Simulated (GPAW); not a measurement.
# Rh (Fm-3m) in GPAW: convergence with k mesh

Aim: find how far k mesh must go before the results for Rh settle, at vdW-DF2. This setting moves, with any that are tied to it; all else stays.

Everything below comes from runs of GPAW 26.7.0. Logs are shortened: lines on timing, memory, paths and dates and some standing lists are left out, and cuts for length are marked. The log counts tension as positive stress, the text compression.

### 1 The crystal as given

The structure is cubic, space group Fm-3m (No. 225). Conventional cell: a = 3.796 Å, b = 3.796 Å, c = 3.796 Å, α = 90.00°, β = 90.00°, γ = 90.00°. Rh (site symmetry m-3m) is surrounded by 12 Rh at 2.68 Å.

### 2 With k mesh 3 × 3 × 3

The input, run.py:

```python
import json
import numpy as np
import spglib
from ase import Atoms
from ase.dft.bandgap import bandgap
from ase.io import read, write
from gpaw import GPAW, PW

atoms = read('Rh.cif')
cell, positions, numbers = spglib.find_primitive(
    (atoms.cell[:], atoms.get_scaled_positions(), atoms.numbers), symprec=1e-4)
atoms = Atoms(numbers, cell=cell, scaled_positions=positions, pbc=True)

calc = GPAW(mode=PW(450),
            xc={'name': 'vdW-DF2', 'backend': 'libvdwxc'},
            kpts={'size': (3, 3, 3), 'gamma': True},
            occupations={'name': 'fermi-dirac', 'width': 0.05},
            nbands=16,
            convergence={'density': 1e-05, 'energy': 1e-05},
            maxiter=150,
            txt='gpaw.txt')
atoms.calc = calc
energy = atoms.get_potential_energy()
forces = atoms.get_forces()
calc.write('gs.gpw')
write('result.traj', atoms)
print(f'Energy: {energy:.6f} eV')
print('Forces (eV/A):')
print(forces.round(4))
print('Fermi level:', round(calc.get_fermi_level(), 4), 'eV')
print(f'Gap: {bandgap(calc)[0]:.4f} eV, direct: {bandgap(calc, direct=True)[0]:.4f} eV')

size = (6, 6, 6)
dense = calc.fixed_density(kpts={'size': size, 'gamma': True}, update_fermi_level=True,
                           convergence={'bands': 'CBM+2.0', 'eigenstates': 1e-7}, txt='dense.txt')
ef = dense.get_fermi_level()
index = np.round(dense.get_bz_k_points() * size).astype(int) % size
recip = 2 * np.pi * atoms.cell.reciprocal()
sheets = []
for s, e_kn in enumerate(dense.eigenvalues()):
    for n in range(e_kn.shape[1] - 2):
        if e_kn[:, n].min() < ef < e_kn[:, n].max():
            e = np.empty(size)
            e[tuple(index.T)] = e_kn[dense.get_bz_to_ibz_map(), n] - ef
            de = np.array([(np.roll(e, -1, c) - np.roll(e, 1, c)) * size[c] / 2 for c in range(3)])
            v = np.linalg.norm(np.einsum('vc,cxyz->vxyz', np.linalg.inv(recip), de), axis=0)
            w = np.exp(-(e / 0.1)**2) / (0.1 * np.pi**0.5)
            sheets.append({'spin': s, 'band': n, 'filled': (e < 0).mean(), 'dos': w.mean(), 'bottom': e.min(), 'top': e.max(),
                           'velocity': (w * v).sum() / w.sum() * 1.519267e5, 'slice': e[:, :, 0].round(3).tolist()})
            print(f'spin {s} band {n}: filled share {sheets[-1]["filled"]:.3f}, from {e.min():.3f} to {e.max():.3f} eV,',
                  f'{w.mean():.3f} states/eV, mean velocity {sheets[-1]["velocity"]:.3e} m/s')
print('Fermi level on the dense mesh:', round(ef, 4), 'eV,', len(sheets), 'sheets')
json.dump({'ef': ef, 'sheets': sheets}, open('fermi.json', 'w'))
```

The input, Rh.cif:

```cif
data_Rh
_cell_length_a 3.79570000
_cell_length_b 3.79570000
_cell_length_c 3.79570000
_cell_angle_alpha 90.00000000
_cell_angle_beta 90.00000000
_cell_angle_gamma 90.00000000
_space_group_name_H-M_alt 'Fm-3m'
_space_group_name_Hall '-F 4 2 3'
_space_group_IT_number 225
loop_
_space_group_symop_operation_xyz
'x,y,z'
'-x,-y,-z'
'-y,x,z'
'y,-x,-z'
'-x,-y,z'
'x,y,-z'
'y,-x,z'
'-y,x,-z'
'x,-y,-z'
'-x,y,z'
'-y,-x,-z'
'y,x,z'
'-x,y,-z'
'x,-y,z'
'y,x,-z'
'-y,-x,z'
'z,x,y'
'-z,-x,-y'
'z,-y,x'
'-z,y,-x'
'z,-x,-y'
'-z,x,y'
'z,y,-x'
'-z,-y,x'
'-z,x,-y'
'z,-x,y'
'-z,-y,-x'
'z,y,x'
'-z,-x,y'
'z,x,-y'
'-z,y,x'
'z,-y,-x'
'y,z,x'
'-y,-z,-x'
'x,z,-y'
'-x,-z,y'
'-y,z,-x'
'y,-z,x'
'-x,z,y'
'x,-z,-y'
'-y,-z,x'
'y,z,-x'
'-x,-z,-y'
'x,z,y'
'y,-z,-x'
'-y,z,x'
'x,-z,y'
'-x,z,-y'
'x,y+1/2,z+1/2'
'-x,-y+1/2,-z+1/2'
'-y,x+1/2,z+1/2'
[... 62 lines left out ...]
'-z+1/2,-x,-y+1/2'
'z+1/2,-y,x+1/2'
'-z+1/2,y,-x+1/2'
'z+1/2,-x,-y+1/2'
'-z+1/2,x,y+1/2'
'z+1/2,y,-x+1/2'
'-z+1/2,-y,x+1/2'
'-z+1/2,x,-y+1/2'
'z+1/2,-x,y+1/2'
'-z+1/2,-y,-x+1/2'
'z+1/2,y,x+1/2'
'-z+1/2,-x,y+1/2'
'z+1/2,x,-y+1/2'
'-z+1/2,y,x+1/2'
'z+1/2,-y,-x+1/2'
'y+1/2,z,x+1/2'
'-y+1/2,-z,-x+1/2'
'x+1/2,z,-y+1/2'
'-x+1/2,-z,y+1/2'
'-y+1/2,z,-x+1/2'
'y+1/2,-z,x+1/2'
'-x+1/2,z,y+1/2'
'x+1/2,-z,-y+1/2'
'-y+1/2,-z,x+1/2'
'y+1/2,z,-x+1/2'
'-x+1/2,-z,-y+1/2'
'x+1/2,z,y+1/2'
'y+1/2,-z,-x+1/2'
'-y+1/2,z,x+1/2'
'x+1/2,-z,y+1/2'
'-x+1/2,z,-y+1/2'
'x+1/2,y+1/2,z'
'-x+1/2,-y+1/2,-z'
'-y+1/2,x+1/2,z'
'y+1/2,-x+1/2,-z'
'-x+1/2,-y+1/2,z'
'x+1/2,y+1/2,-z'
'y+1/2,-x+1/2,z'
'-y+1/2,x+1/2,-z'
'x+1/2,-y+1/2,-z'
'-x+1/2,y+1/2,z'
'-y+1/2,-x+1/2,-z'
'y+1/2,x+1/2,z'
'-x+1/2,y+1/2,-z'
'x+1/2,-y+1/2,z'
'y+1/2,x+1/2,-z'
'-y+1/2,-x+1/2,z'
'z+1/2,x+1/2,y'
'-z+1/2,-x+1/2,-y'
'z+1/2,-y+1/2,x'
'-z+1/2,y+1/2,-x'
'z+1/2,-x+1/2,-y'
'-z+1/2,x+1/2,y'
'z+1/2,y+1/2,-x'
'-z+1/2,-y+1/2,x'
'-z+1/2,x+1/2,-y'
'z+1/2,-x+1/2,y'
'-z+1/2,-y+1/2,-x'
'z+1/2,y+1/2,x'
'-z+1/2,-x+1/2,y'
'z+1/2,x+1/2,-y'
'-z+1/2,y+1/2,x'
'z+1/2,-y+1/2,-x'
'y+1/2,z+1/2,x'
'-y+1/2,-z+1/2,-x'
'x+1/2,z+1/2,-y'
'-x+1/2,-z+1/2,y'
'-y+1/2,z+1/2,-x'
'y+1/2,-z+1/2,x'
'-x+1/2,z+1/2,y'
'x+1/2,-z+1/2,-y'
'-y+1/2,-z+1/2,x'
'y+1/2,z+1/2,-x'
'-x+1/2,-z+1/2,-y'
'x+1/2,z+1/2,y'
'y+1/2,-z+1/2,-x'
'-y+1/2,z+1/2,x'
'x+1/2,-z+1/2,y'
'-x+1/2,z+1/2,-y'
loop_
_atom_site_label
_atom_site_type_symbol
_atom_site_symmetry_multiplicity
_atom_site_Wyckoff_symbol
_atom_site_fract_x
_atom_site_fract_y
_atom_site_fract_z
_atom_site_occupancy
Rh1 Rh 4 a 0.0000000000 0.0000000000 0.0000000000 1
```

Potentials or basis: GPAW PAW data sets (gpaw-data 1.2.1), pw.

Started as:

```bash
$ OMP_NUM_THREADS=1 python run.py
```

Wall time 3.3 s (1 thread of Arm Neoverse V2, shared host); peak memory 0.14 GiB.

What came out:

| Item | Value |
| --- | --- |
| Free energy | -99.4115 eV |
| Band gap on the k mesh | none (metal or under the smearing width) |

### 3 With k mesh 5 × 5 × 5

Edit run.py of step 2 so:

```diff
@@ -15,3 +15,3 @@
             xc={'name': 'vdW-DF2', 'backend': 'libvdwxc'},
-            kpts={'size': (3, 3, 3), 'gamma': True},
+            kpts={'size': (5, 5, 5), 'gamma': True},
             occupations={'name': 'fermi-dirac', 'width': 0.05},
@@ -32,3 +32,3 @@
 
-size = (6, 6, 6)
+size = (8, 8, 8)
 dense = calc.fixed_density(kpts={'size': size, 'gamma': True}, update_fermi_level=True,
```

Rh.cif is that of step 2.

Potentials or basis: GPAW PAW data sets (gpaw-data 1.2.1), pw.

Started as:

```bash
$ OMP_NUM_THREADS=1 python run.py
```

Wall time 4 s (1 thread of Arm Neoverse V2, shared host); peak memory 0.14 GiB.

Results:

- Free energy: -100.7317 eV
- Band gap on the k mesh: none (metal or under the smearing width)

### 4 With k mesh 6 × 6 × 6

Edit run.py of step 3 so:

```diff
@@ -15,3 +15,3 @@
             xc={'name': 'vdW-DF2', 'backend': 'libvdwxc'},
-            kpts={'size': (5, 5, 5), 'gamma': True},
+            kpts={'size': (6, 6, 6), 'gamma': True},
             occupations={'name': 'fermi-dirac', 'width': 0.05},
@@ -32,3 +32,3 @@
 
-size = (8, 8, 8)
+size = (10, 10, 10)
 dense = calc.fixed_density(kpts={'size': size, 'gamma': True}, update_fermi_level=True,
```

Rh.cif is that of step 3.

Started as:

```bash
$ OMP_NUM_THREADS=1 python run.py
```

It took 5.3 s on 1 thread of Arm Neoverse V2, shared host; peak memory 0.14 GiB.

It converged, with:

| Quantity | Value |
| --- | --- |
| Free energy | -100.7859 eV |
| Band gap on the k mesh | none (metal or under the smearing width) |

### 5 With k mesh 7 × 7 × 7

Edit run.py of step 4 so:

```diff
@@ -15,3 +15,3 @@
             xc={'name': 'vdW-DF2', 'backend': 'libvdwxc'},
-            kpts={'size': (6, 6, 6), 'gamma': True},
+            kpts={'size': (7, 7, 7), 'gamma': True},
             occupations={'name': 'fermi-dirac', 'width': 0.05},
@@ -32,3 +32,3 @@
 
-size = (10, 10, 10)
+size = (12, 12, 12)
 dense = calc.fixed_density(kpts={'size': size, 'gamma': True}, update_fermi_level=True,
```

Rh.cif is that of step 4.

Started as:

```bash
$ OMP_NUM_THREADS=1 python run.py
```

It took 6.7 s on 1 thread of Arm Neoverse V2, shared host; peak memory 0.14 GiB.

The run converged. Its results:

```
Free energy            : -100.9371 eV
Band gap on the k mesh : none (metal or under the smearing width)
```

### 6 With k mesh 9 × 9 × 9

Edit run.py of step 5 so:

```diff
@@ -15,3 +15,3 @@
             xc={'name': 'vdW-DF2', 'backend': 'libvdwxc'},
-            kpts={'size': (7, 7, 7), 'gamma': True},
+            kpts={'size': (9, 9, 9), 'gamma': True},
             occupations={'name': 'fermi-dirac', 'width': 0.05},
@@ -32,3 +32,3 @@
 
-size = (12, 12, 12)
+size = (14, 14, 14)
 dense = calc.fixed_density(kpts={'size': size, 'gamma': True}, update_fermi_level=True,
```

Rh.cif is that of step 5.

Potentials or basis: GPAW PAW data sets (gpaw-data 1.2.1), pw.

Started as:

```bash
$ OMP_NUM_THREADS=1 python run.py
```

Wall time 9.4 s (1 thread of Arm Neoverse V2, shared host); peak memory 0.15 GiB.

Results (log left out):

```yaml
Free_energy: -100.8580 eV
Band_gap_on_the_k_mesh: none (metal or under the smearing width)
```

### 7 With k mesh 11 × 11 × 11

Edit run.py of step 6 so:

```diff
@@ -15,3 +15,3 @@
             xc={'name': 'vdW-DF2', 'backend': 'libvdwxc'},
-            kpts={'size': (9, 9, 9), 'gamma': True},
+            kpts={'size': (11, 11, 11), 'gamma': True},
             occupations={'name': 'fermi-dirac', 'width': 0.05},
@@ -32,3 +32,3 @@
 
-size = (14, 14, 14)
+size = (18, 18, 18)
 dense = calc.fixed_density(kpts={'size': size, 'gamma': True}, update_fermi_level=True,
```

Rh.cif is that of step 6.

Started as:

```bash
$ OMP_NUM_THREADS=1 python run.py
```

Run time: 15 s. Hardware: 1 thread of Arm Neoverse V2, shared host; peak memory 0.17 GiB.

It converged, with:

- Free energy: -100.8678 eV
- Band gap on the k mesh: none (metal or under the smearing width)

### 8 With k mesh 13 × 13 × 13

Edit run.py of step 7 so:

```diff
@@ -15,3 +15,3 @@
             xc={'name': 'vdW-DF2', 'backend': 'libvdwxc'},
-            kpts={'size': (11, 11, 11), 'gamma': True},
+            kpts={'size': (13, 13, 13), 'gamma': True},
             occupations={'name': 'fermi-dirac', 'width': 0.05},
@@ -32,3 +32,3 @@
 
-size = (18, 18, 18)
+size = (20, 20, 20)
 dense = calc.fixed_density(kpts={'size': size, 'gamma': True}, update_fermi_level=True,
```

Rh.cif is that of step 7.

Potentials or basis: GPAW PAW data sets (gpaw-data 1.2.1), pw.

Started as:

```bash
$ OMP_NUM_THREADS=1 python run.py
```

gpaw.txt:

```text
__  _  _
 | _ |_)|_||  |
 |__||  | ||/\| - 26.7.0

Input parameters:
  mode=PW(ecut=450.00000000000006),
  convergence={'density': 1e-05, 'energy': 1e-05},
  kpts=MonkhorstPack(size=(13, 13, 13), gamma=True),
  maxiter=150,
  nbands=16,
  occupations=Occupations(name='fermi-dirac', width=0.05),
  xc=XC(name='vdW-DF2', backend='libvdwxc')

Diagonalizing LCAO Hamiltonian
Converting LCAO to pw mode

       Rh

Atoms  # Å, Bohr magnetons
|   | symbol |        x |        y |        z |    initial magnetic moments |
|---|--------|----------|----------|----------|-----------------------------|
| 0 |     Rh | 0.000000 | 0.000000 | 0.000000 | ( 0.0000,  0.0000,  0.0000) |

Unit cell  # Å
| periodic |        x |        y |        z |  lengths |    angles |
|----------|----------|----------|----------|----------|-----------|
|      yes | 0.000000 | 1.897850 | 1.897850 | 2.683965 | 60.000000 |
|      yes | 1.897850 | 0.000000 | 1.897850 | 2.683965 | 60.000000 |
|      yes | 1.897850 | 1.897850 | 0.000000 | 2.683965 | 60.000000 |

Number of symmetries: 48
Symmetry operations  # r_c * U_cc + t_c -> r_c
|    | kind |            matrix            |
|----|------|------------------------------|
|  0 |  σ   |  1, 0, 0,  1, 0,-1,  1,-1, 0 |
|  1 |  C2  |  1, 0, 0,  1,-1, 0,  1, 0,-1 |
|  2 |  E   |  1, 0, 0,  0, 1, 0,  0, 0, 1 |
|  3 |  σ   |  1, 0, 0,  0, 0, 1,  0, 1, 0 |
|  4 |  C4  |  1, 0,-1,  1, 0, 0,  1,-1, 0 |
|  5 |  S6  |  1, 0,-1,  1,-1, 0,  1, 0, 0 |
|  6 |  σ   |  1, 0,-1,  0, 1,-1,  0, 0,-1 |
|  7 |  C3  |  1, 0,-1,  0, 0,-1,  0, 1,-1 |
|  8 |  S6  |  1,-1, 0,  1, 0, 0,  1, 0,-1 |
|  9 |  C4  |  1,-1, 0,  1, 0,-1,  1, 0, 0 |
| 10 |  C3  |  1,-1, 0,  0,-1, 1,  0,-1, 0 |
| 11 |  σ   |  1,-1, 0,  0,-1, 0,  0,-1, 1 |
| 12 |  σ   |  0, 1, 0,  1, 0, 0,  0, 0, 1 |
| 13 |  C4  |  0, 1, 0,  0, 1,-1, -1, 1, 0 |
| 14 |  C3  |  0, 1, 0,  0, 0, 1,  1, 0, 0 |
| 15 |  S6  |  0, 1, 0, -1, 1, 0,  0, 1,-1 |
| 16 |  C2  |  0, 1,-1,  1, 0,-1,  0, 0,-1 |
| 17 |  σ   |  0, 1,-1,  0, 1, 0, -1, 1, 0 |
| 18 |  S4  |  0, 1,-1,  0, 0,-1,  1, 0,-1 |
| 19 |  C4  |  0, 1,-1, -1, 1, 0,  0, 1, 0 |
| 20 |  C3  |  0, 0, 1,  1, 0, 0,  0, 1, 0 |
| 21 |  σ   |  0, 0, 1,  0, 1, 0,  1, 0, 0 |
| 22 |  S6  |  0, 0, 1,  0,-1, 1, -1, 0, 1 |
| 23 |  C4  |  0, 0, 1, -1, 0, 1,  0,-1, 1 |
| 24 |  S4  |  0, 0,-1,  1, 0,-1,  0, 1,-1 |
| 25 |  C3  |  0, 0,-1,  0, 1,-1,  1, 0,-1 |
| 26 |  C2  |  0, 0,-1,  0,-1, 0, -1, 0, 0 |
| 27 |  S6  |  0, 0,-1, -1, 0, 0,  0,-1, 0 |
| 28 |  S4  |  0,-1, 1,  1,-1, 0,  0,-1, 0 |
| 29 |  C4  |  0,-1, 1,  0, 0, 1, -1, 0, 1 |
| 30 |  C2  |  0,-1, 1,  0,-1, 0,  1,-1, 0 |
| 31 |  σ   |  0,-1, 1, -1, 0, 1,  0, 0, 1 |
| 32 |  C3  |  0,-1, 0,  1,-1, 0,  0,-1, 1 |
| 33 |  S6  |  0,-1, 0,  0, 0,-1, -1, 0, 0 |
| 34 |  S4  |  0,-1, 0,  0,-1, 1,  1,-1, 0 |
| 35 |  C2  |  0,-1, 0, -1, 0, 0,  0, 0,-1 |
| 36 |  C2  | -1, 1, 0,  0, 1, 0,  0, 1,-1 |
| 37 |  S6  | -1, 1, 0,  0, 1,-1,  0, 1, 0 |
| 38 |  S4  | -1, 1, 0, -1, 0, 1, -1, 0, 0 |
| 39 |  C3  | -1, 1, 0, -1, 0, 0, -1, 0, 1 |
| 40 |  S6  | -1, 0, 1,  0, 0, 1,  0,-1, 1 |
| 41 |  C2  | -1, 0, 1,  0,-1, 1,  0, 0, 1 |
| 42 |  C3  | -1, 0, 1, -1, 1, 0, -1, 0, 0 |
| 43 |  S4  | -1, 0, 1, -1, 0, 0, -1, 1, 0 |
| 44 |  C2  | -1, 0, 0,  0, 0,-1,  0,-1, 0 |
| 45 |  i   | -1, 0, 0,  0,-1, 0,  0, 0,-1 |
| 46 |  σ   | -1, 0, 0, -1, 1, 0, -1, 0, 1 |
| 47 |  C2  | -1, 0, 0, -1, 0, 1, -1, 1, 0 |

BZ-sampling:
  Number of BZ points: 2197
  Number of IBZ points: 84

  Monkhorst-Pack size: [13, 13, 13]
  Monkhorst-Pack shift: [0, 0, 0]

K-points  # in reciprocal-cell coordinates
|     |                                coordinates |     weight |
|-----|--------------------------------------------|------------|
|   0 | (  0.00000000,   0.00000000,   0.00000000) | 0.00045517 |
|   1 | (  0.07692308,   0.07692308,   0.00000000) | 0.00273100 |
|   2 | (  0.07692308,   0.07692308,   0.07692308) | 0.00364133 |
|   3 | (  0.15384615,   0.07692308,   0.07692308) | 0.00546199 |
|   4 | (  0.15384615,   0.15384615,   0.00000000) | 0.00273100 |
|   5 | (  0.15384615,   0.15384615,   0.07692308) | 0.01092399 |
|   6 | (  0.15384615,   0.15384615,   0.15384615) | 0.00364133 |
|   7 | (  0.23076923,   0.15384615,   0.07692308) | 0.01092399 |
|   8 | (  0.23076923,   0.15384615,   0.15384615) | 0.01092399 |
|   9 | (  0.23076923,   0.23076923,   0.00000000) | 0.00273100 |
| ... |                                            |            |
|  83 | (  0.46153846,   0.46153846,   0.46153846) | 0.00364133 |

Plane wave coefficients: 307
Cutoff: 450.00000000000006 eV

Spin-components: 1 (collinear spins)
Bands:           16
Projectors:      6
Spin-degeneracy: 2
Datatype:        complex128

Parallelization:
  kpt:    1
  domain: 1
  band:   1

Density:
  Valence electrons: 15.0
  Components: 1
  Grid points: [14 14 14]
  Charge: 0.0  # |e|

Potential:
  Grid points: [14 14 14]

species:
  Rh:
    name:    Rhodium
    Z:       45.0
    valence: 15
    core:    30
    charge:  0.0  # [|e|]
    compensation charges:
      type: gauss
      rc: 0.38  # [Å]
      lmax: 2
    cutoffs:
      filter: 2.48  # [Å]
      core: 2.35  # [Å]
    projectors
    | kind |    occ | energy [eV] | rcut [Å] |
    |------|--------|-------------|----------|
    |   5s |  1.000 |      -4.297 |    1.270 |
    |   4p |  6.000 |     -50.429 |    1.381 |
    |   5p |  0.000 |      -0.852 |    1.381 |
    |   4d |  8.000 |      -5.942 |    1.244 |
    |    s |        |      22.915 |    1.270 |
    |    d |        |      21.270 |    1.244 |

    Using partial waves for Rh as LCAO basis

Reference energy: -130134.647000  # eV

eigensolver:
  PPCG
  Converge bands: occupied
  niter=2

density mixing:
  MSR1-Mixer
  Pratt-step length: 0.05
  Maximum mixing coefficient: 0.75
  Old densities: 10
  SVD Regularization: 0.005
  Good broyden scale: 1.0
  Trust region scale: 1.0
  Backstep threshold: 4.0
  History deletion threshold: 6.0
  Fourier metric: weight=20.0, sigma=0.015

occupation numbers:
  Fermi-Dirac:
    width: 0.0500  # eV

poisson solver:
  ecut: 3600.0000000000005  # eV

xc functional:
  name: vdW-DF2 with libvdwxc
  Mode: serial
  Semilocal: GGA_X_RPW86+LDA_C_PW with 2 nearest neighbor stencil
  Local blocksize: 28 x 28 x 28
  PAW datasets: PBE

convergence criteria:
[... 6 lines left out ...]
|iter     | |      energy | eigst |  dens |
|---------|-|-------------|-------|-------|
|iter:   1| | -101.388528 | -0.16 |       |
|iter:   2| | -101.284993 | -2.89 | -1.21 |
|iter:   3| | -100.885288 | -2.26 | -1.26 |
|iter:   4| | -100.871122 | -3.74 | -2.36 |
|iter:   5| | -100.866705 | -3.88 | -2.61 |
|iter:   6| | -100.866646 | -6.19 | -3.82 |
|iter:   7| | -100.866635c| -6.49 | -4.20 |
|iter:   8| | -100.866635c| -7.88c| -5.04c|

Converged in 8 steps
Energy contributions relative to reference atoms: (reference = -130134.647000)

Energy contributions:
  Kinetic:          14.410132
  Coulomb:         -14.671412
  Zero:             -0.418174
  External:          0.000000
  Xc:             -100.181039
  Entropy:          -0.012283
  Spinorbit:         0.000000
  ----------------------------
  Free energy:    -100.872776
  Extrapolated:   -100.866635

dipole moment: (-11.340403, -11.340403, -11.340403)  # |e|*Ang

Fermi level: 12.117
Eigenvalues  # (at kpt = [0.000, 0.000, 0.000])
| band index |      eig [eV] | occ [0-2] |
|------------|---------------|-----------|
|          0 |       -34.333 |     2.000 |
|          1 |       -34.333 |     2.000 |
|          2 |       -34.333 |     2.000 |
|          3 |         4.548 |     2.000 |
|          4 |         9.088 |     2.000 |
|          5 |         9.088 |     2.000 |
[... 8 lines left out ...]
|         14 |        44.717 |     0.000 |
|         15 |        44.717 |     0.000 |

No gap
No difference between direct/indirect transitions

Forces  # eV/Ang
|       x |       y |       z |
|---------|---------|---------|
| 0.00000 | 0.00000 | 0.00000 |  # Rh   0

# Writing to gs.gpw (mode='')
```

Wall time 19 s (1 thread of Arm Neoverse V2, shared host); peak memory 0.18 GiB.

What came out:

* Free energy: -100.8728 eV
* Band gap on the k mesh: none (metal or under the smearing width)

### 9 Result

| k mesh | energy less the tightest run, at zero smearing (meV/atom) | SCF cycles | CPU time (s) | peak memory (GiB) |
| --- | --- | --- | --- | --- |
| 3 × 3 × 3 | 1485.73 | 11 | 3.3 | 0.14 |
| 5 × 5 × 5 | 147.04 | 8 | 4 | 0.14 |
| 6 × 6 × 6 | 88.63 | 8 | 5.3 | 0.14 |
| 7 × 7 × 7 | -67.44 | 8 | 6.7 | 0.14 |
| 9 × 9 × 9 | 14.81 | 9 | 9.4 | 0.15 |
| 11 × 11 × 11 | 5.52 | 8 | 15 | 0.17 |
| 13 × 13 × 13 | 0.00 | 8 | 19 | 0.18 |

Not settled before the last step: the energy (to 1 meV/atom). Meshes of other sizes hit other points, so gaps and Fermi surfaces needn't settle smoothly. The tightest run that finished is the yardstick and may itself not be fully converged.

Caveats: the PAW data sets were made with another functional, which shifts forces and pressure a little.
